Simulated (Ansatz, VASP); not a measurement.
# Two plane-wave programs on Li2Se3

```
Li Se
1.0
     4.29774    0.00000    0.00000
    -2.14887    3.72195    0.00000
     0.00000    0.00000    6.78879
Li Se
2 3
Direct
  0.33333 0.66667 0.11908
  0.66667 0.33333 0.88092
  0.00000 0.00000 0.00000
  0.33333 0.66667 0.55434
  0.66667 0.33333 0.44566
```

Alike in both runs: functional PBE; k mesh 6 × 6 × 4; occupations gaussian, width 0.1 eV; no spin polarisation.

Ansatz relaxed the structure, and its values are those at the end. VASP's run is a single point on that final structure, the one shown.

|  | VASP | Ansatz |
| --- | --- | --- |
| version | VASP 6.6.1 | Ansatz 0.2.0 |
| potentials or method | VASP PAW PBE potentials, release 64 (Li_sv, Se) | scalar-relativistic, plane waves, PAW |
| plane-wave cutoff (eV) | 520 | 420 |
| valence electrons in the cell | 24 | 54 |

```csv
,VASP,Ansatz,Ansatz less VASP
gap on the k mesh at the Fermi level (eV),none,none,-
rms of the force components (eV/Å),0.013,0.015,+0.0020
```

A gap of «none» marks a metal or a gap that the smearing closes. The functional is the same, so the differences come from potentials, cutoffs and numerics. The two sets of potentials don't hold the same shells in valence.
